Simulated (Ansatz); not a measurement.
# Ni: the cost of one run

Computed with Ansatz 0.2.0 (reference: DFT r2SCAN, plane waves, PAW, scalar-relativistic, no spin polarisation, unless a step's input says otherwise).

## 1. Starting point

Symmetry: Fm-3m, No. 225, cubic system. The conventional cell has a = 3.409 Å, b = 3.409 Å, c = 3.409 Å, α = 90.00°, β = 90.00°, γ = 90.00°. Ni (site symmetry m-3m) is surrounded by 12 Ni at 2.41 Å.

Structure file:

```
CELL_PARAMETERS angstrom
0.00000 1.70472 1.70472
1.70472 0.00000 1.70472
1.70472 1.70472 0.00000
ATOMIC_POSITIONS crystal
Ni 0.00000 0.00000 0.00000
```

## 2. Baseline

input.yaml

```yaml
crystal:
  lattice:
    - [0.0, 1.704724, 1.704724]
    - [1.704724, 0.0, 1.704724]
    - [1.704724, 1.704724, 0.0]
  atoms:
    - { symbol: Ni, position: [0.0, 0.0, 0.0] }
  symmetry: { tolerance: 0.0003 }
kpoints:
  mp_grid: { grid: [9, 9, 9], shift: [0, 0, 0] }
magnetization:
  spin_polarized: false
scf:
  occupations: { method: cold, width: 0.0173 }
hamiltonian:
  pseudopotentials: { kind: paw }
  xc: r2scan
basis:
  ecutwfc: 500
output:
  forces: true
  stress: true
  eigenvalues: true
relax:
  max_steps: 40
  cell: {}
```

Command:

```bash
ansatz run input.yaml --threads 1 --pin off --max-ram 2560MiB --backend cpu --events-out ev --progress --plain --runs-dir out
```

What time and memory should one allow on 1 thread of an Arm CPU, shared host?

About 5.7 s, with a peak of 0.29 GiB.
